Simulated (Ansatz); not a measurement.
# Sb (P6_3/mmc) in Ansatz: a series of runs

One crystal, Sb, is run at these levels: PBEsol; tasks: band structure.

Program: Ansatz 0.2.0. These are calculated values, not measurements. Logs are shortened: lines on timing, memory, paths and dates and some standing lists are left out, and cuts for length are marked.

### Step 1. The crystal as given

It takes space group P6_3/mmc (No. 194, hexagonal). The conventional cell has a = 3.355 Å, b = 3.355 Å, c = 5.470 Å, α = 90.00°, β = 90.00°, γ = 120.00°. Around Sb (site symmetry -6m2) lie 12 Sb at 3.35 Å.

This isn't the form of Sb at room conditions, which is rhombohedral.

### Step 2. Band structure, PBEsol (strain_shear_xy = 0)

Input file input.yaml:

```yaml
crystal:
  lattice:
    - [3.3545324186, 0.0, 0.0]
    - [-1.6772662093, 2.9051102923, 0.0]
    - [0.0, 0.0, 5.47016065]
  atoms:
    - { symbol: Sb, position: [0.6666666667, 0.3333333333, 0.75] }
    - { symbol: Sb, position: [0.3333333333, 0.6666666667, 0.25] }
kpoints:
  mp_grid: { grid: [9, 9, 5] }
  band_path:
    path:
      - [0.0, 0.0, 0.0]
      - [0.5, 0.0, 0.0]
      - [0.3333333333, 0.3333333333, 0.0]
      - [0.0, 0.0, 0.0]
      - [0.0, 0.0, 0.5]
      - [0.5, 0.0, 0.5]
      - [0.3333333333, 0.3333333333, 0.5]
      - [0.0, 0.0, 0.5]
    npoints: 6
scf:
  occupations: { method: fermi_dirac, width: 0.05 }
hamiltonian:
  xc: pbesol
  pseudopotentials: { kind: all_electron, lapw: { basis_error: 0.001 } }
output:
  forces: true
  stress: true
  eigenvalues: true
```

Potentials or basis: all-electron LAPW, scalar-relativistic.

Run with:

```sh
ansatz run input.yaml --threads 1 --pin off --max-ram 3072MiB --backend cpu --events-out ev --progress --plain --runs-dir out
```

Standard output:

```text
Warning: RAYON_NUM_THREADS=1 ignored (pool sized by the plan → 1); use --threads N
LAPW: plane waves up to 6.408 Å⁻¹, error target 1.0e-3 eV per atom; small_component_spin mean_spin; Sb in spheres of 1.676 Å, 23 of its electrons in bands, Dirac shells [] (how accurate: hamiltonian.pseudopotentials.lapw.basis_error, Limitations)
Engine: ansatz 0.2.0, aarch64-unknown-linux-gnu
Pseudopotentials: kind: all_electron
Pseudopotential: Sb, LAPW, valence charge 23, lapw/all_electron/scalar/gaussian/Sb, Koelling and Harmon's equation, gaussian nucleus
Functional definition: PBEsol
  exchange = pbesol_x
  correlation = pbesol_c
Crystal: 2 atoms, lattice volume = 53.308 Å³
Basis set: ecut = 156.42830109283702 eV, 245 PW (Γ), exchange–correlation at level 2
Bands: 28, of which v1, the nominal top of the filled ones, is band 23 counted from 1 (22 counted from 0)
Symmetry: 24 space group operations
Space group: P63/mmc (ITA 194), of the structure as read, at distance tolerance 3.8e-5 Å
k-points: 36 of 405
Non-local potential: Sb, projectors of the file, none
Initial density: superposition of atomic densities (chi_scale 0.1, normalization cell)
Initial wavefunctions: plane waves of lowest kinetic energy (no species holds an atomic orbital)
Functional: x = pbesol(κ = 0.804, μ = 0.12345679012345678), c = pbesol(β = 0.046)
iter 1 solved again at ethr=1.41e-5 eV; its pass at ethr=1.00e-1 eV (dr2=6.51e-3 eV) is discarded
SCF iter   1: F=—  HF=-352583.199982 eV  |F-HF|=—  |Δ(HF+E_count)|=         —  Δρ=4.46e-3  dr2=6.60e-3  ethr=1.41e-5  ⟨swp⟩=3.8  Hψ=7167  notcnv=0
preconditioner: auto → Kerker (q_TF=auto, 2.662 Å⁻¹)  [metal: Δε(μ)=0.038 eV  Ē_g=9.461 eV  σ=0.050 eV  W_gap=0.19  n_scr=22 (ndim 8)  ℏωp=16.1 eV  f_vac=0.000  D(μ)=1.56/eV (n_scr^D=10)]
SCF iter   2: F=—  HF=-352583.179735 eV  |F-HF|=—  |Δ(HF+E_count)|=   2.02e-2  Δρ=2.58e-3  dr2=2.67e-3  ethr=1.41e-5  ⟨swp⟩=2.0  Hψ=2991  notcnv=0
SCF iter   3: F=—  HF=-352583.177689 eV  |F-HF|=—  |Δ(HF+E_count)|=   2.05e-3  Δρ=1.22e-3  dr2=7.85e-4  ethr=5.80e-6  ⟨swp⟩=2.0  Hψ=2991  notcnv=0
SCF iter   4: F=—  HF=-352583.177606 eV  |F-HF|=—  |Δ(HF+E_count)|=   8.31e-5  Δρ=6.34e-4  dr2=2.57e-4  ethr=1.71e-6  ⟨swp⟩=2.0  Hψ=2991  notcnv=0
iter 5 solved again at ethr=2.33e-8 eV; its pass at ethr=5.58e-7 eV (dr2=1.07e-5 eV) is discarded
SCF iter   5: F=—  HF=-352583.177656 eV  |F-HF|=—  |Δ(HF+E_count)|=   5.06e-5  Δρ=1.23e-4  dr2=1.07e-5  ethr=2.33e-8  ⟨swp⟩=2.0  Hψ=5044  notcnv=0
SCF iter   6: F=—  HF=-352583.177657 eV  |F-HF|=—  |Δ(HF+E_count)|=   5.77e-7  Δρ=3.90e-5  dr2=8.33e-7  ethr=2.32e-8  ⟨swp⟩=2.0  Hψ=2990  notcnv=0
SCF iter   7: F=-352583.177657 eV  HF=-352583.177657 eV  |F-HF|=0.00e0  |Δ(HF+E_count)|=   9.16e-8  Δρ=9.99e-6  dr2=7.58e-8  ethr=1.81e-9  ⟨swp⟩=2.0  Hψ=2990  notcnv=0
SCF 1 converged in 7 iterations: F = -352583.177657 eV  dr2 = 7.58e-8
NSCF: frozen V_eff on 43 k-points
SCF converged after 7 iterations
Free energy (F): -352583.177657 eV
Harris-Foulkes:  -352583.177657 eV  (|F-HF|=0.00e0)
Internal energy: -352583.165640 eV  (E = F + TS)
E sigma→0 (E₀):  -352583.171649 eV
Entropy (-TS):   -0.012017 eV (-6.008 meV/atom)
Fermi energy:    14.575181 eV
--- Per-component energies (eV) ---
  E_band       = -1707.204072
  E_kinetic    = 371550.596101
  E_xc         = -9132.493333
  E_electrostatic = -715001.268408  (all electrons and nuclei)
  E_smearing   = -0.012017  (= −TS)
  E_closure    = 0.000000  (closes the sum)
  E_atoms      = -352574.528891  (free atoms, spherical and without spin; not in F)
  Σ components = -352583.177657   (vs F -352583.177657, Δ=0.00e0)
  Basis errors (estimates in eV, not in F): energy 2.0e-4 per atom: plane waves 2.0e-4 (1.0e-4 summed), levels above the bands 1.5e-61, relativity 6.4e-9, radial functions 4.4e-6, core shells 3.2e-11; eigenvalues (radial functions only) 4.6e-6; not estimated: angular momenta, meshes, grids; target (lapw.basis_error) 1.0e-3; muffin-tin radii Sb 1.676 Å
--- Forces (eV/Å), atoms counted from 1 ---
  atom   1  Sb     0.00000000     0.00000000     0.00000000
  atom   2  Sb    -0.00000000    -0.00000000     0.00000000
  max |Σ_I F_I| component: 6.94e-18 eV/Å
--- Stress (GPa, compression-positive) ---
       -1.476538       0.000000       0.000000
       -0.000000      -1.476538       0.000000
        0.000000       0.000000      -1.795128
  P = ⅓ Tr σ = -1.5827 GPa (-15.827 kbar)
--- Band table (eV; the first three rows and the last of 36) ---
  k-point 0: bands = ["-129.5986", "-129.5985", "-82.6300", "-82.6284", "-82.6207", "-82.6207", "-82.6204", "-82.6204", "-14.5638", "-14.5546", "-14.5459", "-14.5459", "-14.5415", "-14.5415", "-14.5362", "-14.5362", "-14.4840", "-14.4840", "1.6566", "5.4934", "8.7881", "18.2734", "18.2734", "19.9227", "19.9227", "20.1588", "22.5379", "23.7485"]
  k-point 1: bands = ["-129.5986", "-129.5985", "-82.6298", "-82.6286", "-82.6206", "-82.6206", "-82.6204", "-82.6204", "-14.5628", "-14.5553", "-14.5511", "-14.5511", "-14.5440", "-14.5440", "-14.5256", "-14.5256", "-14.4870", "-14.4870", "1.8571", "4.6630", "10.0236", "18.3650", "18.4218", "18.4218", "19.7728", "19.7728", "22.6871", "24.0374"]
  k-point 2: bands = ["-129.5986", "-129.5985", "-82.6294", "-82.6290", "-82.6206", "-82.6206", "-82.6205", "-82.6205", "-14.5602", "-14.5574", "-14.5529", "-14.5529", "-14.5493", "-14.5493", "-14.5097", "-14.5097", "-14.4958", "-14.4958", "2.4543", "3.4256", "12.4598", "15.3561", "18.8266", "18.8266", "19.3519", "19.3519", "23.1377", "23.8888"]
  k-point 35: bands = ["-129.5985", "-129.5985", "-82.6291", "-82.6291", "-82.6214", "-82.6213", "-82.6213", "-82.6213", "-14.5620", "-14.5620", "-14.5471", "-14.5181", "-14.5076", "-14.5073", "-14.5073", "-14.5033", "-14.4834", "-14.4834", "6.7703", "6.7703", "10.4921", "10.4921", "10.9763", "11.9100", "17.3054", "17.3054", "21.3890", "22.8174"]
```

Wall time 11 s (1 thread of Arm Neoverse V1, shared host); peak memory 0.28 GiB.

What came out:

| Quantity | Value |
| --- | --- |
| Free energy | -352583.1777 eV |
| Pressure | -1.6 GPa |
| Band gap along the path | none (metal or under the smearing width) |

Levels at the corners of the path, in eV from the Fermi level:
```
point  band 19  band 20  band 21  band 22  band 23  band 24  band 25  band 26
    Γ   -12.92    -9.08    -5.79     3.70     3.70     5.35     5.35     5.58
    M    -9.31    -8.01    -4.26    -2.99    -2.20    -0.06     0.47     3.78
    K    -8.08    -8.08    -4.40    -2.10    -2.10    -0.95    -0.68    -0.68
    Γ   -12.92    -9.08    -5.79     3.70     3.70     5.35     5.35     5.58
    A   -11.68   -11.68    -0.71    -0.71     4.51     4.51     4.51     4.51
    L    -8.43    -8.43    -5.28    -5.28     1.72     1.72     1.91     1.91
    H    -7.77    -7.77    -4.21    -4.21    -3.17    -3.17     3.14     3.14
    A   -11.68   -11.68    -0.71    -0.71     4.51     4.51     4.51     4.51
```

Caveat: spin-orbit coupling is left out, which moves the levels of the heavy elements.

### Step 3. Band structure, PBEsol, 26.64 Å³/atom (strain_shear_xy = -0.04)

Input file input.yaml:

```yaml
crystal:
  lattice:
    - [3.3545324186, -0.0670906484, 0.0]
    - [-1.7353684151, 2.9386556165, 0.0]
    - [0.0, 0.0, 5.47016065]
  atoms:
    - { symbol: Sb, position: [0.6666666667, 0.3333333333, 0.75] }
    - { symbol: Sb, position: [0.3333333333, 0.6666666667, 0.25] }
kpoints:
  mp_grid: { grid: [9, 9, 5] }
  band_path:
    path:
      - [0.0, 0.0, 0.0]
      - [-0.5, 0.5, 0.0]
      - [-0.6661329064, 0.3215055822, 0.0]
      - [-0.5, 0.0, 0.0]
      - [-0.5, 0.0, -0.5]
      - [-0.3338670936, -0.3215055822, -0.5]
      - [0.0, -0.5, -0.5]
      - [0.0, -0.5, 0.0]
    npoints: 6
scf:
  occupations: { method: fermi_dirac, width: 0.05 }
hamiltonian:
  xc: pbesol
  pseudopotentials: { kind: all_electron, lapw: { basis_error: 0.001 } }
output:
  forces: true
  stress: true
  eigenvalues: true
```

Potentials or basis: all-electron LAPW, scalar-relativistic.

Run with:

```sh
ansatz run input.yaml --threads 1 --pin off --max-ram 3072MiB --backend cpu --events-out ev --progress --plain --runs-dir out
```

Standard output:

```text
Warning: RAYON_NUM_THREADS=1 ignored (pool sized by the plan → 1); use --threads N
LAPW: plane waves up to 6.559 Å⁻¹, error target 1.0e-3 eV per atom; small_component_spin mean_spin; Sb in spheres of 1.648 Å, 23 of its electrons in bands, Dirac shells [] (how accurate: hamiltonian.pseudopotentials.lapw.basis_error, Limitations)
[... 3 set-up lines as earlier in the session ...]
[... 44 lines left out ...]
  atom   1  Sb    -0.03691302     0.00377591     0.00000000
  atom   2  Sb     0.03691302    -0.00377591    -0.00000000
  max |Σ_I F_I| component: 0.00e0 eV/Å
--- Stress (GPa, compression-positive) ---
       -1.419161       1.217475      -0.000000
        1.217475      -1.487613      -0.000000
       -0.000000      -0.000000      -1.553056
  P = ⅓ Tr σ = -1.4866 GPa (-14.866 kbar)
--- Band table (eV; the first three rows and the last of 123) ---
  k-point 0: bands = ["-129.5910", "-129.5909", "-82.6217", "-82.6201", "-82.6143", "-82.6140", "-82.6126", "-82.6123", "-14.5574", "-14.5528", "-14.5437", "-14.5429", "-14.5294", "-14.5292", "-14.5274", "-14.5261", "-14.4781", "-14.4743", "1.6584", "5.4933", "8.7924", "18.0220", "18.5230", "19.6391", "20.1551", "20.1830", "22.5917", "23.8158"]
  k-point 1: bands = ["-129.5910", "-129.5909", "-82.6215", "-82.6203", "-82.6143", "-82.6140", "-82.6126", "-82.6124", "-14.5566", "-14.5548", "-14.5462", "-14.5450", "-14.5368", "-14.5286", "-14.5200", "-14.5147", "-14.4811", "-14.4771", "1.8589", "4.6639", "10.0267", "18.1582", "18.3702", "18.6789", "19.4988", "20.0313", "22.7142", "24.0930"]
  k-point 2: bands = ["-129.5910", "-129.5909", "-82.6211", "-82.6207", "-82.6142", "-82.6141", "-82.6125", "-82.6124", "-14.5561", "-14.5554", "-14.5487", "-14.5486", "-14.5382", "-14.5342", "-14.5042", "-14.4992", "-14.4901", "-14.4857", "2.4560", "3.4270", "12.4616", "15.3558", "18.5749", "19.0793", "19.0928", "19.6067", "23.1038", "23.8107"]
  k-point 122: bands = ["-129.5909", "-129.5909", "-82.6209", "-82.6207", "-82.6147", "-82.6146", "-82.6135", "-82.6135", "-14.5630", "-14.5609", "-14.5372", "-14.5325", "-14.5272", "-14.5046", "-14.4872", "-14.4796", "-14.4703", "-14.4657", "5.2018", "6.0284", "10.4215", "11.2436", "14.0105", "14.9010", "15.7307", "17.4868", "21.0819", "21.9752"]
```

bands.tsv:

```text
# k_distance	band_0	band_1	band_2	band_3	band_4	band_5	band_6	band_7	band_8	band_9	band_10	band_11	band_12	band_13	band_14	band_15	band_16	band_17	band_18	band_19	band_20	band_21	band_22	band_23	band_24	band_25	band_26	band_27
[... 54 lines left out ...]
4.581955	-144.199033	-144.199008	-97.229182	-97.228688	-97.223429	-97.223255	-97.221229	-97.220875	-29.189651	-29.168064	-29.156048	-29.149747	-29.122752	-29.115887	-29.081962	-29.080803	-29.073232	-29.066157	-9.302660	-8.020812	-4.490394	-3.209288	-1.939046	0.145442	0.503410	3.660311	4.612438	7.294142
4.677674	-144.199033	-144.199007	-97.229189	-97.228677	-97.223434	-97.223254	-97.221235	-97.220869	-29.190145	-29.166930	-29.157266	-29.149314	-29.120378	-29.118098	-29.083045	-29.078965	-29.073904	-29.066237	-9.331548	-8.026748	-4.291520	-3.026667	-2.223303	-0.082165	0.463104	3.766036	4.574406	7.596396
```

It took 30 s on 1 thread of Arm Neoverse V1, shared host; peak memory 0.41 GiB.

What came out:

- Free energy: -352583.1693 eV
- Pressure: -1.5 GPa
- Largest force: 0.037 eV/Å
- Band gap along the path: none (metal or under the smearing width)

Caveat: spin-orbit coupling is left out, which moves the levels of the heavy elements.

### Step 4. Band structure, PBEsol, 26.65 Å³/atom (strain_shear_xy = -0.02)

input.yaml: that of step 3 with these lines changed.

```diff
@@ -2,4 +2,4 @@
   lattice:
-    - [3.3545324186, -0.0670906484, 0.0]
-    - [-1.7353684151, 2.9386556165, 0.0]
+    - [3.3545324186, -0.0335453242, 0.0]
+    - [-1.7063173122, 2.9218829544, 0.0]
     - [0.0, 0.0, 5.47016065]
@@ -14,6 +14,6 @@
       - [-0.5, 0.5, 0.0]
-      - [-0.6661329064, 0.3215055822, 0.0]
+      - [-0.6665333067, 0.3274914183, 0.0]
       - [-0.5, 0.0, 0.0]
       - [-0.5, 0.0, -0.5]
-      - [-0.3338670936, -0.3215055822, -0.5]
+      - [-0.3334666933, -0.3274914183, -0.5]
       - [0.0, -0.5, -0.5]
```

Run with:

```sh
ansatz run input.yaml --threads 1 --pin off --max-ram 3072MiB --backend cpu --events-out ev --progress --plain --runs-dir out
```

Run time: 28 s. Hardware: 1 thread of Arm Neoverse V1, shared host; peak memory 0.41 GiB.

The run converged. Its results:

* Free energy: -352583.1756 eV
* Pressure: -1.6 GPa
* Largest force: 0.019 eV/Å
* Band gap along the path: none (metal or under the smearing width)

Caveat: spin-orbit coupling is left out, which moves the levels of the heavy elements.

### Step 5. Band structure, PBEsol

Input file input.yaml:

```yaml
crystal:
  lattice:
    - [3.3545324186, 0.0, 0.0]
    - [-1.6772662093, 2.9051102923, 0.0]
    - [0.0, 0.0, 5.47016065]
  atoms:
    - { symbol: Sb, position: [0.6666666667, 0.3333333333, 0.75] }
    - { symbol: Sb, position: [0.3333333333, 0.6666666667, 0.25] }
kpoints:
  mp_grid: { grid: [7, 7, 4] }
  band_path:
    path:
      - [0.0, 0.0, 0.0]
      - [0.5, 0.0, 0.0]
      - [0.3333333333, 0.3333333333, 0.0]
      - [0.0, 0.0, 0.0]
      - [0.0, 0.0, 0.5]
      - [0.5, 0.0, 0.5]
      - [0.3333333333, 0.3333333333, 0.5]
      - [0.0, 0.0, 0.5]
    npoints: 12
scf:
  occupations: { method: fermi_dirac, width: 0.05 }
hamiltonian:
  xc: pbesol
  pseudopotentials: { kind: all_electron, lapw: { basis_error: 0.001 } }
output:
  forces: true
  stress: true
  eigenvalues: true
```

Run with:

```sh
ansatz run input.yaml --threads 1 --pin off --max-ram 3072MiB --backend cpu --events-out ev --progress --plain --runs-dir out
```

It took 12 s on 1 thread of Arm Neoverse V1, shared host; peak memory 0.26 GiB.

Results (log left out):

```yaml
Free_energy: -352583.1693 eV
Pressure: -1.3 GPa
Band_gap_along_the_path: none (metal or under the smearing width)
```

Stress tensor (GPa, compression positive):
```
-0.86  0.00  0.00
 0.00 -0.86  0.00
 0.00  0.00 -2.07
```

Levels at the corners of the path, in eV from the Fermi level:
```csv
point,band 19,band 20,band 21,band 22,band 23,band 24,band 25,band 26
Γ,-12.88,-9.04,-5.75,3.74,3.74,5.39,5.39,5.62
M,-9.27,-7.96,-4.22,-2.94,-2.17,-0.02,0.51,3.82
K,-8.04,-8.04,-4.36,-2.06,-2.06,-0.91,-0.64,-0.64
Γ,-12.88,-9.04,-5.75,3.74,3.74,5.39,5.39,5.62
A,-11.64,-11.64,-0.67,-0.67,4.55,4.55,4.55,4.55
L,-8.38,-8.38,-5.24,-5.24,1.76,1.76,1.95,1.95
H,-7.73,-7.73,-4.17,-4.17,-3.12,-3.12,3.18,3.18
A,-11.64,-11.64,-0.67,-0.67,4.55,4.55,4.55,4.55
```

Caveat: the k mesh is thin for a metal, which can move the energy by tens of meV per atom; spin-orbit coupling is left out, which moves the levels of the heavy elements.

### Step 6. Band structure, PBEsol, spin-orbit coupling, no magnetisation

input.yaml: that of step 5 with these lines changed.

```diff
@@ -26,2 +26,5 @@
   pseudopotentials: { kind: all_electron, lapw: { basis_error: 0.001 } }
+magnetization:
+  noncollinear: true
+  spin_orbit: true
 output:
```

Potentials or basis: all-electron LAPW, relativistic spinors.

Run with:

```sh
ansatz run input.yaml --threads 1 --pin off --max-ram 3072MiB --backend cpu --events-out ev --progress --plain --runs-dir out
```

Standard output:

```text
Warning: RAYON_NUM_THREADS=1 ignored (pool sized by the plan → 1); use --threads N
LAPW: plane waves up to 6.408 Å⁻¹, error target 1.0e-3 eV per atom; Dirac's equation on spinors; Sb in spheres of 1.676 Å, 23 of its electrons in bands (how accurate: hamiltonian.pseudopotentials.lapw.basis_error, Limitations)
[... 63 lines left out ...]
  k-point 2: bands = ["-129.5183", "-129.5183", "-129.5183", "-129.5183", "-88.5612", "-88.5612", "-88.5612", "-88.5612", "-79.9502", "-79.9502", "-79.9502", "-79.9502", "-79.9429", "-79.9429", "-79.9429", "-79.9429", "-15.2394", "-15.2394", "-15.2394", "-15.2394", "-15.2345", "-15.2345", "-15.2345", "-15.2345", "-14.0148", "-14.0148", "-14.0148", "-14.0148", "-13.9898", "-13.9898", "-13.9898", "-13.9898", "-13.9763", "-13.9763", "-13.9763", "-13.9763", "2.9049", "2.9049", "2.9049", "2.9049", "13.8323", "13.8323", "13.8323", "13.8323", "18.6992", "18.6992", "18.6992", "18.6992", "19.4524", "19.4524", "19.4524", "19.4524", "23.4817", "23.4817", "23.4817", "23.4817"]
  k-point 23: bands = ["-129.5183", "-129.5183", "-129.5183", "-129.5183", "-88.5615", "-88.5615", "-88.5615", "-88.5615", "-79.9505", "-79.9505", "-79.9505", "-79.9505", "-79.9438", "-79.9438", "-79.9438", "-79.9438", "-15.2360", "-15.2360", "-15.2317", "-15.2317", "-15.2156", "-15.2156", "-15.2099", "-15.2099", "-14.0136", "-14.0136", "-13.9921", "-13.9921", "-13.9805", "-13.9805", "-13.9698", "-13.9698", "-13.9615", "-13.9615", "-13.9523", "-13.9523", "6.4922", "6.4922", "6.4926", "6.4926", "10.3058", "10.3058", "10.4324", "10.4324", "11.9241", "11.9241", "12.1467", "12.1467", "17.3811", "17.3811", "17.5518", "17.5518", "22.1895", "22.1895", "22.1984", "22.1984"]
```

Run time: 2 min. Hardware: 1 thread of Arm Neoverse V1, shared host; peak memory 0.47 GiB.

Results:

```yaml
Free_energy: -352694.8647 eV
Pressure: -1.1 GPa
Band_gap_along_the_path: none (metal or under the smearing width)
```

Levels at the corners of the path, in eV from the Fermi level:
| point | band 41 | band 42 | band 43 | band 44 | band 45 | band 46 | band 47 | band 48 |
| --- | --- | --- | --- | --- | --- | --- | --- | --- |
| Γ | -5.75 | -5.75 | 3.38 | 3.38 | 4.09 | 4.09 | 4.64 | 4.64 |
| M | -4.22 | -4.22 | -3.00 | -3.00 | -2.12 | -2.12 | -0.02 | -0.02 |
| K | -4.37 | -4.37 | -2.27 | -2.27 | -1.88 | -1.88 | -1.02 | -1.02 |
| Γ | -5.75 | -5.75 | 3.38 | 3.38 | 4.09 | 4.09 | 4.64 | 4.64 |
| A | -0.69 | -0.69 | -0.69 | -0.69 | 4.18 | 4.18 | 4.18 | 4.18 |
| L | -5.25 | -5.25 | -5.25 | -5.25 | 1.56 | 1.56 | 1.56 | 1.56 |
| H | -4.30 | -4.30 | -4.07 | -4.07 | -3.27 | -3.27 | -2.95 | -2.95 |
| A | -0.69 | -0.69 | -0.69 | -0.69 | 4.18 | 4.18 | 4.18 | 4.18 |

Caveat: the k mesh is thin for a metal, which can move the energy by tens of meV per atom.

### Step 7. Overview

| potentials or basis | spin | cell | k mesh | pressure (GPa) |
| --- | --- | --- | --- | --- |
| all-electron LAPW, scalar-relativistic | off | strain_shear_xy = 0 | 9 × 9 × 5 | -1.6 |
| all-electron LAPW, scalar-relativistic | off | as given | 7 × 7 × 4 | -1.3 |
| all-electron LAPW, relativistic spinors | SOC, no magnetisation | as given | 7 × 7 × 4 | -1.1 |

Alike in all rows: task band structure; level PBEsol; cutoff (eV) 156; smearing fermi-dirac 0.05 eV; basis error allowed 0.001 eV/atom.

Caveats: spin-orbit coupling is left out, which moves the levels of the heavy elements (some runs); the k mesh is thin for a metal, which can move the energy by tens of meV per atom (some runs).

Compare energies only between runs with the same functional and basis.
